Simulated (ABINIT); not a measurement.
# PtS2 (P-3m1) in ABINIT: a series of runs

The runs below take PtS2 through single point, with PBEsol, PBE.

Program: ABINIT 10.8.3 (patched build). These are calculated values, not measurements. Logs are shortened: lines on timing, memory, paths and dates and some standing lists are left out, and cuts for length are marked. The log counts tension as positive stress, the text compression.

### 1 Starting point

Symmetry: P-3m1, No. 164, trigonal system. Conventional cell: a = 3.543 Å, b = 3.543 Å, c = 5.039 Å, α = 90.00°, β = 90.00°, γ = 120.00°. Pt (site symmetry -3m) has 6 S at 2.34 Å as nearest neighbours. S (site symmetry 3m) is surrounded by 3 Pt at 2.34 Å.

### 2 Single point, PBEsol (atoms moved at random)

Input file run.abi:

```
# Pseudopotentials
pp_dirpath "./"
pseudos "Pt.upf, S.upf"

# Structure
acell 6.6956776048 6.6956776048 9.5219519968
rprim
     1.0000000000     0.0000000000     0.0000000000
    -0.5000000000     0.8660254038     0.0000000000
     0.0000000000     0.0000000000     1.0000000000
ntypat 2
znucl 78 16
natom 3
typat 1 2 2
xred
    -0.0248650000    -0.0314300000    -0.0039030000
     0.6581440000     0.3233800000     0.7915770000
     0.3217740000     0.6523440000     0.2374230000
chkprim 0
chksymtnons 0
tolsym 1.0e-6

# Plane-wave basis
ecut 42.0

# k points
kptopt 1
ngkpt 7 7 4
nshiftk 1
shiftk 0.0 0.0 0.0

# Exchange and correlation
ixc -116133

# Bands and occupations
nband 19
occopt 3
tsmear 0.00183747

# SCF cycle
nstep 100
tolvrs 1.0e-10

# Output
iomode 3
prtwf 0
prtden 0
prteig 0
prtebands 0
```

Potentials or basis: PseudoDojo NC SR PBEsol v0.4 stringent.

On the command line:

```sh
$ abinit run.abi > log 2>&1
```

run.abo:

```text
.Version 10.8.3 of ABINIT
 Symmetries : space group P1 (#  1); Bravais aP (primitive triclinic)
================================================================================
 Values of the parameters that define the memory need of the present run
     intxc =       0    ionmov =       0      iscf =       7    lmnmax =       8
     lnmax =       8     mgfft =      60  mpssoang =       4    mqgrid =    3001
     natom =       3  nloc_mem =       1    nspden =       1   nspinor =       1
    nsppol =       1      nsym =       1    n1xccc =    2501    ntypat =       2
    occopt =       3   xclevel =       2
       mpw =        4830          nfft =       96000          nkpt =          99
================================================================================
================================================================================

--------------------------------------------------------------------------------
------------- Echo of variables that govern the present computation ------------
--------------------------------------------------------------------------------
 -outvars: echo values of preprocessed input variables --------
            acell      6.6956776048E+00  6.6956776048E+00  9.5219519968E+00 Bohr
              amu      1.95080000E+02  3.20660000E+01
          chkprim           0
      chksymtnons           0
             ecut      4.20000000E+01 Hartree
                       outvar_i_n : Printing only first  50 k-points.
              ixc     -116133
                       outvar_i_n : Printing only first  50 k-points.
         kptrlatt        7    0    0      0    7    0      0    0    4
          kptrlen      3.80878080E+01
            natom           3
            nband          19
            ngfft          40      40      60
             nkpt          99
            nstep         100
             nsym           1
           ntypat           2
                       prtocc : prtvol=0, do not print more k-points.
           occopt           3
           prtden           0
        prtebands           0
           prteig           0
            prtwf           0
            rprim      1.0000000000E+00  0.0000000000E+00  0.0000000000E+00
                      -5.0000000000E-01  8.6602540380E-01  0.0000000000E+00
                       0.0000000000E+00  0.0000000000E+00  1.0000000000E+00
          spgroup           1
           tolsym      1.00000000E-06
           tolvrs      1.00000000E-10
           tsmear      1.83747000E-03 Hartree
            typat      1  2  2
                       outvars : Printing only first  50 k-points.
           xangst     -3.2420279978E-02 -9.6442992989E-02 -1.9666436387E-02
                       1.7590358116E+00  9.9229192086E-01  3.9885981849E+00
                      -1.5582993589E-02  2.0017183525E+00  1.1963270116E+00
            xcart     -6.1265450084E-02 -1.8225084351E-01 -3.7164178644E-02
                       3.3240959296E+00  1.8751599674E+00  7.5373581958E+00
                      -2.9447590106E-02  3.7826994674E+00  2.2607304089E+00
             xred     -2.4865000000E-02 -3.1430000000E-02 -3.9030000000E-03
                       6.5814400000E-01  3.2338000000E-01  7.9157700000E-01
                       3.2177400000E-01  6.5234400000E-01  2.3742300000E-01
            znucl       78.00000   16.00000

================================================================================

 chkinp: Checking input parameters for consistency.

================================================================================
== DATASET  1 ==================================================================

--- !DatasetInfo
iteration_state: {dtset: 1, }
dimensions: {natom: 3, nkpt: 99, mband: 19, nsppol: 1, nspinor: 1, nspden: 1, mpw: 4830, }
cutoff_energies: {ecut:  42.0, pawecutdg:  -1.0, }
electrons: {nelect:   3.00000000E+01, charge:   0.00000000E+00, occopt:   3.00000000E+00, tsmear:   1.83747000E-03, }
meta: {optdriver: 0, ionmov: 0, optcell: 0, iscf: 7, paral_kgb: 0, }
...

 Real(R)+Recip(G) space primitive vectors, cartesian coordinates (Bohr,Bohr^-1):
 R(1)=  6.6956776  0.0000000  0.0000000  G(1)=  0.1493501  0.0862273  0.0000000
 R(2)= -3.3478388  5.7986269  0.0000000  G(2)=  0.0000000  0.1724546  0.0000000
 R(3)=  0.0000000  0.0000000  9.5219520  G(3)=  0.0000000  0.0000000  0.1050205
 Unit cell volume ucvol=  3.6969680E+02 bohr^3
 Angles (23,13,12)=  9.00000000E+01  9.00000000E+01  1.20000000E+02 degrees

 getcut: wavevector=  0.0000  0.0000  0.0000  ngfft=  40  40  60
         ecut(hartree)=     42.000   => boxcut(ratio)=   2.04774

--- Pseudopotential description ------------------------------------------------
- pspini: atom type   1  psp file is ./Pt.upf
12 -116133 3 -1 1358                          pspcod,pspxc,lmax,lloc,mmax
     nproj     2     2     2     2

- pspini: atom type   2  psp file is ./S.upf
12 -116133 2 -1 1146                          pspcod,pspxc,lmax,lloc,mmax
[... 50 lines left out ...]
- [ -2.77078925E-04,   7.38662429E-06,  -4.18522154E-06, ]
- [  7.38662429E-06,  -3.58528571E-04,  -4.57505600E-05, ]
- [ -4.18522154E-06,  -4.57505600E-05,  -2.58040837E-04, ]
pressure_GPa:   8.7640E+00
xred      :
- [ -2.4865E-02,  -3.1430E-02,  -3.9030E-03, Pt]
- [  6.5814E-01,   3.2338E-01,   7.9158E-01,  S]
- [  3.2177E-01,   6.5234E-01,   2.3742E-01,  S]
cartesian_forces: # hartree/bohr
- [  7.13226945E-03,   2.52506155E-02,   3.88659915E-02, ]
- [ -4.25397308E-03,  -1.77109589E-02,  -4.51924370E-02, ]
- [ -2.87829637E-03,  -7.53965664E-03,   6.32644543E-03, ]
force_length_stats: {min:   1.02545075E-02, max:   4.87250522E-02, mean:   3.52911187E-02, }
...

 Integrated electronic density in atomic spheres:
 ------------------------------------------------
 Atom  Sphere_radius  Integrated_density
    1        2.00000         14.49527291
    2        2.00000          3.95157674
    3        2.00000          3.88005515
================================================================================

 ----iterations are completed or convergence reached----

 Mean square residual over all n,k,spin=   45.808E-09; max=  35.068E-06
 reduced coordinates (array xred) for    3 atoms
      -0.024865000000     -0.031430000000     -0.003903000000
       0.658144000000      0.323380000000      0.791577000000
       0.321774000000      0.652344000000      0.237423000000
 rms dE/dt=  1.9811E-01; max dE/dt=  4.3032E-01; dE/dt below (all hartree)
    1      -0.047755358039     -0.122541233493     -0.370080131449
    2       0.028483251037      0.088457603364      0.430320189948
    3       0.019272163344      0.034083560220     -0.060240135343

 cartesian coordinates (angstrom) at end:
    1     -0.03242027997813    -0.09644299298863    -0.01966643638673
    2      1.75903581161347     0.99229192086111     3.98859818490903
    3     -0.01558299358949     2.00171835247146     1.19632701159288

 cartesian forces (hartree/bohr) at end:
    1      0.00713226944878     0.02525061554899     0.03886599154866
    2     -0.00425397307598    -0.01771095891164    -0.04519243698221
    3     -0.00287829637280    -0.00753965663735     0.00632644543354
 frms,max,avg= 2.2799400E-02 4.5192437E-02  -2.805E-09  2.399E-09  2.690E-09 h/b

 cartesian forces (eV/Angstrom) at end:
    1      0.36675604110313     1.29843885745952     1.99856964130506
    2     -0.21874809070401    -0.91073412484233    -2.32388854549466
    3     -0.14800795039911    -0.38770473261719     0.32531890418959
 frms,max,avg= 1.1723923E+00 2.3238885E+00  -1.442E-07  1.234E-07  1.383E-07 e/A
 length scales=  6.695677604800  6.695677604800  9.521951996800 bohr
              =  3.543199997610  3.543199997610  5.038799996600 angstroms
 Fermi (or HOMO) energy (hartree) =   0.29739   Average Vxc (hartree)=  -0.40953
 Eigenvalues (hartree) for nkpt=  99  k points:
 kpt#   1, nband= 19, wtk=  0.00510, kpt=  0.0000  0.0000  0.0000 (reduced coord)
  -3.38222   -1.69916   -1.69780   -1.69055   -0.29420   -0.16898    0.01524    0.01719
   0.02803    0.13187    0.13233    0.21646    0.24260    0.24401    0.27733    0.37569
   0.37810    0.45510    0.49186
      occupation numbers for kpt#   1
   2.00000    2.00000    2.00000    2.00000    2.00000    2.00000    2.00000    2.00000
   2.00000    2.00000    2.00000    2.00000    2.00000    2.00000    1.99996    0.00000
   0.00000    0.00000    0.00000
 prteigrs : prtvol=0 or 1, do not print more k-points.

--- !EnergyTerms
iteration_state     : {dtset: 1, }
comment             : Components of total free energy in Hartree
kinetic             :  4.50365321351112E+01
hartree             :  4.51079861353829E+01
xc                  : -2.99871705268192E+01
Ewald energy        : -8.87951188304936E+01
psp_core            :  3.56859829287184E+00
local_psp           : -1.38567808084982E+02
non_local_psp       :  1.10092983918354E+01
internal            : -1.52627682487094E+02
'-kT*entropy'       : -1.81568073152488E-06
total_energy        : -1.52627684302774E+02
total_energy_eV     : -4.15321086939244E+03
band_energy         : -1.54634559336892E+01
...

 Cartesian components of stress tensor (hartree/bohr^3)
  sigma(1 1)= -2.77078925E-04  sigma(3 2)= -4.57505600E-05
  sigma(2 2)= -3.58528571E-04  sigma(3 1)= -4.18522154E-06
  sigma(3 3)= -2.58040837E-04  sigma(2 1)=  7.38662429E-06

-Cartesian components of stress tensor (GPa)         [Pressure=  8.7640E+00 GPa]
- sigma(1 1)= -8.15194343E+00  sigma(3 2)= -1.34602795E+00
- sigma(2 2)= -1.05482747E+01  sigma(3 1)= -1.23133469E-01
- sigma(3 3)= -7.59182352E+00  sigma(2 1)=  2.17321990E-01

== END DATASET(S) ==============================================================
================================================================================

 -outvars: echo values of variables after computation  --------
            acell      6.6956776048E+00  6.6956776048E+00  9.5219519968E+00 Bohr
           etotal     -1.5262768430E+02
            fcart      7.1322694488E-03  2.5250615549E-02  3.8865991549E-02
                      -4.2539730760E-03 -1.7710958912E-02 -4.5192436982E-02
                      -2.8782963728E-03 -7.5396566374E-03  6.3264454335E-03
            rprim      1.0000000000E+00  0.0000000000E+00  0.0000000000E+00
                      -5.0000000000E-01  8.6602540380E-01  0.0000000000E+00
                       0.0000000000E+00  0.0000000000E+00  1.0000000000E+00
           strten     -2.7707892537E-04 -3.5852857142E-04 -2.5804083656E-04
                      -4.5750560024E-05 -4.1852215430E-06  7.3866242906E-06
           xangst     -3.2420279978E-02 -9.6442992989E-02 -1.9666436387E-02
                       1.7590358116E+00  9.9229192086E-01  3.9885981849E+00
                      -1.5582993589E-02  2.0017183525E+00  1.1963270116E+00
             xred     -2.4865000000E-02 -3.1430000000E-02 -3.9030000000E-03
                       6.5814400000E-01  3.2338000000E-01  7.9157700000E-01
                       3.2177400000E-01  6.5234400000E-01  2.3742300000E-01
 Calculation completed.
```

Run time: 7.2 min. Hardware: 1 thread of Arm Neoverse V1, shared host; peak memory 0.21 GiB.

Results:

| Quantity | Value |
| --- | --- |
| Free energy | -4153.2109 eV |
| Pressure | 8.8 GPa |
| Largest force | 2.506 eV/Å |
| Band gap on the k mesh | 0.71 eV, indirect (least direct gap 0.87 eV) |
| Valence electrons inside the program's atomic spheres | Pt 14.50; S 3.95, 3.88 |

Forces on the atoms (eV/Å):
```
Pt   0.367  1.298  1.999
S   -0.219 -0.911 -2.324
S   -0.148 -0.388  0.325
```

Levels at points of the mesh, in eV from the valence-band top:
| k point | band 13 | band 14 | band 15 | band 16 | band 17 | band 18 |
| --- | --- | --- | --- | --- | --- | --- |
| (0.00, 0.00, 0.00) | -1.12 | -1.08 | -0.17 | 2.50 | 2.57 | 4.66 |
| (0.00, 0.00, 0.50) | -1.31 | -1.26 | -0.83 | 2.95 | 2.98 | 5.28 |

Caveat: spin-orbit coupling is left out, which moves the levels of the heavy elements; an odd mesh through Γ misses points on the zone boundary, where band edges often lie.

### 3 Single point, PBEsol

run.abi: that of step 2 with these lines changed.

```diff
@@ -15,11 +15,8 @@
 xred
-    -0.0248650000    -0.0314300000    -0.0039030000
-     0.6581440000     0.3233800000     0.7915770000
-     0.3217740000     0.6523440000     0.2374230000
-chkprim 0
-chksymtnons 0
-tolsym 1.0e-6
+     0.0000000000     0.0000000000     0.0000000000
+     0.6666666667     0.3333333333     0.7730000000
+     0.3333333333     0.6666666667     0.2270000000
 
 # Plane-wave basis
-ecut 42.0
+ecut 21.0
```

Potentials or basis: PseudoDojo NC SR PBEsol v0.4.1 standard.

On the command line:

```sh
$ abinit run.abi > log 2>&1
```

Wall time 37 s (1 thread of Arm Neoverse V1, shared host); peak memory 0.07 GiB.

It converged, with:

- Free energy: -4149.9873 eV
- Pressure: -27.3 GPa
- Largest force: 1.021 eV/Å
- Band gap on the k mesh: 0.73 eV, indirect (least direct gap 0.90 eV)
- Valence electrons inside the program's atomic spheres: Pt 14.51; S 3.91

Forces on the atoms (eV/Å):
```
Pt   0.000  0.000  0.000
S    0.000  0.000 -1.021
S    0.000  0.000  1.021
```

Stress tensor (GPa, compression positive):
```
-27.02   0.00   0.00
  0.00 -27.02   0.00
  0.00   0.00 -27.94
```

Levels at points of the mesh, in eV from the valence-band top:
| k point | band 11 | band 12 | band 13 | band 14 | band 15 | band 16 | band 17 | band 18 | band 19 |
| --- | --- | --- | --- | --- | --- | --- | --- | --- | --- |
| (0.00, 0.00, 0.00) | -4.01 | -1.75 | -1.08 | -1.08 | -0.08 | 2.47 | 2.47 | 4.71 | 5.73 |
| (0.00, 0.00, 0.50) | -4.03 | -2.49 | -1.27 | -1.27 | -0.83 | 2.94 | 2.94 | 5.39 | 7.35 |

Caveat: the cutoff is short for stress, so the pressure is rough; so large a pressure means that the cell lies far from this level's equilibrium, or that cutoff or potentials fall short; spin-orbit coupling is left out, which moves the levels of the heavy elements; an odd mesh through Γ misses points on the zone boundary, where band edges often lie; forces of over 1 eV/Å show positions far from the minimum, so gaps and moduli don't describe the material at rest.

### 4 Single point, PBE

Input file run.abi:

```
# Pseudopotentials
pp_dirpath "./"
pseudos "Pt.upf, S.upf"

# Structure
acell 3*1.0
rprim
     6.6956776048     0.0000000000     0.0000000000
    -3.3478388024     5.7986269013     0.0000000000
     0.0000000000     0.0000000000     9.5219519968
ntypat 2
znucl 78 16
natom 3
typat 1 2 2
xred
     0.0000000000     0.0000000000     0.0000000000
     0.6666666667     0.3333333333     0.7730000000
     0.3333333333     0.6666666667     0.2270000000

# Plane-wave basis
ecut 35.0

# k points
kptopt 1
ngkpt 7 7 4
nshiftk 1
shiftk 0.0 0.0 0.0

# Exchange and correlation
ixc 11

# Bands and occupations
nband 19
occopt 3
tsmear 0.05 eV

# SCF cycle
nstep 100
tolvrs 1.0e-10

# Output
iomode 3
prtwf 0
prtden 0
prteig 0
prtebands 0
enunit 1
prtvol 2
```

Potentials or basis: PseudoDojo NC SR PBE v0.4.1 standard.

On the command line:

```sh
$ abinit run.abi > log 2>&1
```

It took 87 s on 1 thread of Arm Neoverse V1, shared host; peak memory 0.1 GiB.

Results (log left out):

```yaml
Free_energy: -4155.1317 eV
Largest_force: 1.242 eV/Å
Band_gap_on_the_k_mesh: 0.83 eV, indirect (least direct gap 1.01 eV)
Valence_electrons_inside_the_program's_atomic_spheres: Pt 14.49; S 3.92
```

Forces on the atoms (eV/Å):
```
Pt   0.000  0.000  0.000
S    0.000  0.000 -1.242
S    0.000  0.000  1.242
```

Levels at points of the mesh, in eV from the valence-band top:
```csv
k point,band 11,band 12,band 13,band 14,band 15,band 16,band 17,band 18,band 19
"(0.00, 0.00, 0.00)",-3.92,-1.73,-1.10,-1.10,-0.07,2.51,2.51,4.83,5.81
"(0.00, 0.00, 0.50)",-3.95,-2.43,-1.28,-1.28,-0.85,2.98,2.98,5.50,7.59
```

Caveat: the cutoff is too short for stress, so the log's stress isn't used; spin-orbit coupling is left out, which moves the levels of the heavy elements; an odd mesh through Γ misses points on the zone boundary, where band edges often lie; forces of over 1 eV/Å show positions far from the minimum, so gaps and moduli don't describe the material at rest.

### 5 Single point, PBEsol

Input file run.abi:

```
# Pseudopotentials
pp_dirpath "./"
pseudos "Pt.upf, S.upf"

# Structure
acell 3.5432 3.5432 5.0388 Angstrom
rprim
     1.0000000000     0.0000000000     0.0000000000
    -0.5000000000     0.8660254038     0.0000000000
     0.0000000000     0.0000000000     1.0000000000
ntypat 2
znucl 78 16
natom 3
typat 1 2 2
xred
     0.0000000000     0.0000000000     0.0000000000
     0.6666666667     0.3333333333     0.7730000000
     0.3333333333     0.6666666667     0.2270000000

# Plane-wave basis
ecut 38.0

# k points
kptopt 1
ngkpt 7 7 4
nshiftk 1
shiftk 0.0 0.0 0.0

# Exchange and correlation
ixc -116133

# Bands and occupations
nband 19
occopt 3
tsmear 0.00183747

# SCF cycle
nstep 100
tolvrs 1.0e-10

# Output
iomode 3
prtwf 0
prtden 0
prteig 0
prtebands 0
prtvol 2
```

Potentials or basis: PseudoDojo NC SR PBEsol v0.4.1 standard.

On the command line:

```sh
$ abinit run.abi > log 2>&1
```

It took 78 s on 1 thread of Intel Xeon Platinum 8488C (Sapphire Rapids), shared host; peak memory 0.11 GiB.

The run converged. Its results:

| Quantity | Value |
| --- | --- |
| Free energy | -4153.3854 eV |
| Pressure | 6.0 GPa |
| Largest force | 0.938 eV/Å |
| Band gap on the k mesh | 0.76 eV, indirect (least direct gap 0.93 eV) |
| Valence electrons inside the program's atomic spheres | Pt 14.47; S 3.90 |

Forces in eV/Å, atoms in the order of the input:
```
Pt   0.000  0.000  0.000
S    0.000  0.000 -0.938
S    0.000  0.000  0.938
```

Stress tensor (GPa, compression positive):
```
6.23 0.00 0.00
0.00 6.23 0.00
0.00 0.00 5.58
```

Levels at points of the mesh, in eV from the valence-band top:
```csv
k point,band 13,band 14,band 15,band 16,band 17,band 18
"(0.00, 0.00, 0.00)",-1.10,-1.10,-0.08,2.49,2.49,4.68
"(0.00, 0.00, 0.50)",-1.29,-1.29,-0.86,2.97,2.97,5.36
```

Caveat: spin-orbit coupling is left out, which moves the levels of the heavy elements; an odd mesh through Γ misses points on the zone boundary, where band edges often lie. PBEsol gaps usually lie below the measured ones, often by a third to a half.

### 6 Overview

| level | potentials or basis | cell | cutoff (eV) | gap on the mesh (eV) | pressure (GPa) | largest force (eV/Å) |
| --- | --- | --- | --- | --- | --- | --- |
| PBEsol | PseudoDojo NC SR PBEsol v0.4 stringent | atoms moved at random | 1143 | 0.71 | 8.8 | 2.51 |
| PBEsol | PseudoDojo NC SR PBEsol v0.4.1 standard | as given | 571 | 0.73 | -27.3 | 1.02 |
| PBE | PseudoDojo NC SR PBE v0.4.1 standard | as given | 952 | 0.83 | - | 1.24 |
| PBEsol | PseudoDojo NC SR PBEsol v0.4.1 standard | as given | 1034 | 0.76 | 6.0 | 0.94 |

Alike in all rows: task single point; no spin polarisation; k mesh 7 × 7 × 4; smearing fermi-dirac 0.05 eV.

Caveats: spin-orbit coupling is left out, which moves the levels of the heavy elements; an odd mesh through Γ misses points on the zone boundary, where band edges often lie; forces of over 1 eV/Å show positions far from the minimum, so gaps and moduli don't describe the material at rest (some runs); the cutoff is short for stress, so the pressure is rough (some runs); so large a pressure means that the cell lies far from this level's equilibrium, or that cutoff or potentials fall short (some runs).

Absolute energies hang on the potentials; compare differences alone.
